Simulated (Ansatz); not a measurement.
**All-electron equations of state of elemental crystals**

All-electron LAPW (Ansatz 0.2.0), scalar-relativistic, no spin, Fermi–Dirac smearing 0.136 eV, k-meshes of 8 to 18 points an axis; Birch–Murnaghan fits to pressures. Some or most of these lattices are hypothetical for the element, and V0 is the minimum nearest the starting volume; lattices without a usable fit are left out; mesh and smearing are coarse, and magnetic elements are treated as non-magnetic.

```
element  lattice  functional  V0 (Å³/atom)  B0 (GPa)   B′  k-points per axis
     Na      bcc         LDA         33.37       9.0  3.7                 11
     Na      bcc         PBE         37.12       7.7  3.7                 11
     Na      bcc      PBEsol         36.41       7.8  3.7                 11
     Na  diamond         LDA         48.57       3.5  3.4                  8
     Na  diamond         PBE         54.66       2.9  3.4                  8
     Na  diamond      PBEsol         52.65       3.1  3.4                  8
     Na      fcc      PBEsol         36.54       7.7  3.7                 11
     Na       sc         LDA         35.79       7.2  3.8                 10
     Na       sc         PBE         39.89       6.1  3.7                 10
     Na       sc      PBEsol         39.01       6.2  3.7                 10
```

Question: Give V0 and B0 for fcc Na in PBE.

Answer: 37.26 Å³/atom and 7.6 GPa.

Question: Give V0 and B0 for fcc Na in LDA.

Answer: 33.49 Å³/atom and 9.0 GPa.
